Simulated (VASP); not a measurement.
# Ta in VASP: relaxation of the atoms with LDA

Aim: the relaxation of the atoms of Ta with LDA.

Everything below comes from runs of VASP 6.6.1. Logs are shortened: lines on timing, memory, paths and dates and some standing lists are left out, and cuts for length are marked.

## (1) The structure

The cell holds a slab with vacuum, 4 atoms: a = 3.336 Å, b = 3.336 Å, c = 26.190 Å, α = 90.00°, β = 90.00°, γ = 90.00°.

The cell was built by a generator and needn't be a form met in nature.

## (2) Relaxation of the atoms, LDA

INCAR reads:

```
  PREC = Accurate
  ENCUT = 520
  EDIFF = 1E-6
  ISMEAR = 1
  SIGMA = 0.1
  LREAL = F
  LASPH = T
  NELM = 120
  ALGO = Fast
  ISIF = 2
  LWAVE = F
  LCHARG = F
  LDIPOL = T
  IDIPOL = 3
  DIPOL = 0.5 0.5 0.500
  GGA = CA
  IBRION = 2
  NSW = 90
  EDIFFG = -0.02
  KPAR = 2
```

KPOINTS reads:

```
regular mesh
0
Gamma
  10 10 1
```

POSCAR reads:

```
Ta
1.0
    3.3359035100      0.0000000000      0.0000000000
    0.0000000000      3.3359035100      0.0000000000
    0.0000000000      0.0000000000     26.1895170200
Ta
4
Direct
    0.0000000000      0.0000000000      0.4100213100
    0.5000000000      0.5000000000      0.4700083700
    1.0000000000      0.0000000000      0.5299916300
    0.5000000000      0.5000000000      0.5899786900
```

Potentials or basis: VASP PAW LDA potentials, release 64 (Ta_pv).

Started as:

```sh
$ cat potpaw_LDA.64/Ta_pv/POTCAR > POTCAR
$ mpirun -np 2 vasp_std > vasp.out
```

OUTCAR:

```text
PREC = Accurate
   ENCUT = 520
   EDIFF = 1E-6
   ISMEAR = 1
   LREAL = F
   LASPH = T
   NELM = 120
   ISIF = 2
   GGA = CA
   IBRION = 2
   NSW = 90
   EDIFFG = -0.02

 ion  position               nearest neighbor table
   1  0.000  0.000  0.410-   2 2.83   2 2.83   2 2.83   2 2.83   3 3.14
   2  0.500  0.500  0.470-   3 2.83   3 2.83   3 2.83   3 2.83   1 2.83   1 2.83   1 2.83   1 2.83
                             4 3.14
   3  0.000  0.000  0.530-   2 2.83   2 2.83   2 2.83   2 2.83   4 2.83   4 2.83   4 2.83   4 2.83
                             1 3.14
   4  0.500  0.500  0.590-   3 2.83   3 2.83   3 2.83   3 2.83   2 3.14

  LATTYP: Found a simple tetragonal cell.
 ALAT       =     3.3359035100
 C/A-ratio  =     7.8508017218

  Lattice vectors:

 A1 = (   3.3359035100,   0.0000000000,   0.0000000000)
 A2 = (   0.0000000000,   3.3359035100,   0.0000000000)
 A3 = (   0.0000000000,   0.0000000000,  26.1895170200)

Analysis of symmetry for initial positions (statically):
=====================================================================
 Subroutine PRICEL returns:
 Original cell was already a primitive cell.

 Routine SETGRP: Setting up the symmetry group for a
 simple tetragonal supercell.

 Subroutine GETGRP returns: Found 16 space group operations
 (whereof  8 operations were pure point group operations)
 out of a pool of 16 trial point group operations.

The static configuration has the point symmetry C_4v.
 The point group associated with its full space group is D_4h.

Analysis of symmetry for dynamics (positions and initial velocities):
=====================================================================
 Subroutine PRICEL returns:
 Original cell was already a primitive cell.

 Routine SETGRP: Setting up the symmetry group for a
 simple tetragonal supercell.

 Subroutine GETGRP returns: Found 16 space group operations
 (whereof  8 operations were pure point group operations)
 out of a pool of 16 trial point group operations.

The dynamic configuration has the point symmetry C_4v.
 The point group associated with its full space group is D_4h.

 Subroutine INISYM returns: Found 16 space group operations
 (whereof  8 operations are pure point group operations),
 and found     1 'primitive' translations

[... 131 lines left out ...]
 maximum number of plane-waves:      7944
 NGX is ok and might be reduce to    28
   NGX = 13   NGY = 13   NGZ = 97

--------------------------------------- Ionic step        1  -------------------------------------------

 number of electron      43.9999993 magnetization

 Free energy of the ion-electron system (eV)
  ---------------------------------------------------
  ext. energy  EPLUGINS =         0.00000000
  ---------------------------------------------------
  free energy    TOTEN  =       -46.74412741 eV

  energy without entropy =      -46.74953826  energy(sigma->0) =      -46.74593103

------------------------ aborting loop because EDIFF is reached ----------------------------------------

  FORCE on cell =-STRESS in cart. coord.  units (eV):
  Direction    XX          YY          ZZ          XY          YZ          ZX
  --------------------------------------------------------------------------------------
  -------------------------------------------------------------------------------------
  Total       -9.1506461     -9.1506461     -3.9483399      0.0000000      0.0000000      0.0000000
  in kB      -50.3046222    -50.3046222    -21.7055436      0.0000000      0.0000000      0.0000000
  external PRESSURE =     -40.7715960 kB  Pullay stress =       0.0000000 kB
[... 177 lines left out ...]
--------------------------------------- Ionic step        6  -------------------------------------------

 number of electron      43.9999992 magnetization

 dipolmoment           0.000000      0.000000     -0.000000 electrons x Angstroem

------------------------ aborting loop because EDIFF is reached ----------------------------------------

  FORCE on cell =-STRESS in cart. coord.  units (eV):
  Direction    XX          YY          ZZ          XY          YZ          ZX
  --------------------------------------------------------------------------------------
  -------------------------------------------------------------------------------------
  Total       -4.7298734     -4.7298734     -0.1124935      0.0000000      0.0000000     -0.0000000
  in kB      -26.0019336    -26.0019336     -0.6184199      0.0000000      0.0000000     -0.0000000
  external PRESSURE =     -17.5407624 kB  Pullay stress =       0.0000000 kB
[... 25 lines left out ...]
--------------------------------------- Ionic step        7  -------------------------------------------

 number of electron      43.9999992 magnetization

 dipolmoment           0.000000      0.000000      0.000000 electrons x Angstroem

 Free energy of the ion-electron system (eV)
  ---------------------------------------------------
  ext. energy  EPLUGINS =         0.00000000
  ---------------------------------------------------
  free energy    TOTEN  =       -46.93515702 eV

  energy without entropy =      -46.93138558  energy(sigma->0) =      -46.93389987

 E-fermi :  -1.4960     XC(G=0):  -4.0135

 val. band max:       -1.5005297134   @ k =   0.5000   0.1000   0.0000
 cond. band min:      -1.4883606113   @ k =   0.4000   0.1000   0.0000
 fundamental gap:      0.0121691022
 Fermi energy:        -1.4960195773

 k-point     1 :       0.0000    0.0000    0.0000
  band No.  band energies     occupation
      1     -36.0042      2.00000
      2     -35.9197      2.00000
      3     -35.8608      2.00000
      4     -35.8608      2.00000
      5     -35.7848      2.00000
      6     -35.7848      2.00000
[... 598 lines left out ...]
     25       0.8305      0.00000
     26       0.8343      0.00000

------------------------ aborting loop because EDIFF is reached ----------------------------------------

 vacuum level on the upper side and lower side of the slab       (xc-potential included)        -0.007        -0.007

  FORCE on cell =-STRESS in cart. coord.  units (eV):
  Direction    XX          YY          ZZ          XY          YZ          ZX
  --------------------------------------------------------------------------------------
  -------------------------------------------------------------------------------------
  Total       -4.6201801     -4.6201801     -0.0634628      0.0000000      0.0000000      0.0000000
  in kB      -25.3989074    -25.3989074     -0.3488794      0.0000000      0.0000000      0.0000000
  external PRESSURE =     -17.0488981 kB  Pullay stress =       0.0000000 kB
[... 19 lines left out ...]
  FREE ENERGIE OF THE ION-ELECTRON SYSTEM (eV)
  ---------------------------------------------------
  free  energy   TOTEN  =       -46.9351570202 eV

  energy  without entropy=      -46.9313855788  energy(sigma->0) =      -46.93389987

 reached required accuracy - stopping structural energy minimisation

 vacuum level on the upper side and lower side of the slab         2.520         2.520
```

CONTCAR:

```text
Ta
   1.00000000000000
     3.3359035100000001    0.0000000000000000    0.0000000000000000
     0.0000000000000000    3.3359035100000001    0.0000000000000000
     0.0000000000000000    0.0000000000000000   26.1895170200000003
  Ta
     4
Direct
     0.0000000000000000    0.0000000000000000    0.4156507920468386
     0.5000000000000000    0.5000000000000000    0.4690523576319251
     0.0000000000000000    0.0000000000000000    0.5309476423680749
     0.5000000000000000    0.5000000000000000    0.5843492079531613

  0.00000000E+00  0.00000000E+00  0.00000000E+00
  0.00000000E+00  0.00000000E+00  0.00000000E+00
  0.00000000E+00  0.00000000E+00  0.00000000E+00
  0.00000000E+00  0.00000000E+00  0.00000000E+00
```

Wall time 8.3 min (2 MPI ranks of Intel Xeon 6975P-C (Granite Rapids), shared host); peak memory 0.36 GiB.

Results:

| Item | Value |
| --- | --- |
| Free energy | -46.9352 eV |
| Energy gained by relaxing | 47.8 meV/atom |
| Ionic steps | 7 |
| Largest force after relaxing | 0.014 eV/Å |
| Band gap on the k mesh | none (metal or under the smearing width) |

Forces on the atoms (eV/Å):
```
Ta   0.000  0.000  0.004
Ta   0.000  0.000  0.014
Ta   0.000  0.000 -0.014
Ta   0.000  0.000 -0.004
```

Step by step:
| step | energy change (eV) | largest force (eV/Å) | pressure (GPa) |
| --- | --- | --- | --- |
| 1 | 0.0000 | 1.1275 | -4.08 |
| 2 | -0.1337 | 0.6151 | -3.21 |
| 3 | -0.1493 | 0.4306 | -2.77 |
| 4 | -0.1756 | 0.2570 | -2.37 |
| 5 | -0.1909 | 0.0452 | -1.73 |
| 6 | -0.1909 | 0.0336 | -1.75 |
| 7 | -0.1910 | 0.0136 | -1.70 |

Final structure:
```
CELL_PARAMETERS angstrom
3.33590 0.00000 0.00000
0.00000 3.33590 0.00000
0.00000 0.00000 26.18952
ATOMIC_POSITIONS crystal
Ta 0.00000 0.00000 0.41565
Ta 0.50000 0.50000 0.46905
Ta 0.00000 0.00000 0.53095
Ta 0.50000 0.50000 0.58435
```

Spin-orbit coupling is left out, which matters for the levels of Ta.
